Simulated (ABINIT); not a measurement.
The system is MgS.

```
S Mg
1.0
     0.00000    2.83312    2.83312
     2.83312    0.00000    2.83312
     2.83312    2.83312    0.00000
S Mg
1 1
Direct
  0.25000 0.25000 0.25000
  0.00000 0.00000 0.00000
```

The cell comes from a database or a generator and needn't be the stable form of this composition.

Program: ABINIT 10.8.3 (patched build). Alike in all runs: task single point; no spin polarisation; cell as given.

Task: Order these runs on this cell by their band gap on the k mesh, lowest first.
A. level LDA; potentials or basis JTH PAW PBE v2.0; k mesh 8 × 8 × 8; cutoff (eV) 653; smearing fermi-dirac 0.05 eV; fine-grid cutoff 1251.72 eV
B. level revPBE; potentials or basis JTH PAW PBE v2.0; k mesh 8 × 8 × 8; cutoff (eV) 653; smearing fermi-dirac 0.05 eV; fine-grid cutoff 1251.72 eV
C. level HSE06; potentials or basis SPMS NC PBE v1.0; k mesh 6 × 6 × 6; cutoff (eV) 707; smearing fixed; most SCF steps 60
D. level PW91; potentials or basis JTH PAW PBE v2.0; k mesh 8 × 8 × 8; cutoff (eV) 653; smearing fermi-dirac 0.05 eV; fine-grid cutoff 1251.72 eV
E. level r2SCAN; potentials or basis JTH PAW PBE v2.0; k mesh 8 × 8 × 8; cutoff (eV) 653; smearing fermi-dirac 0.05 eV; fine-grid cutoff 1251.72 eV

Result: A (3.17 eV), D (3.43 eV), B (3.61 eV), E (4.12 eV), C (4.47 eV).

Caveats: Libxc's HSE differs a little from that of other programs (some runs).

A k mesh can miss the band edges.
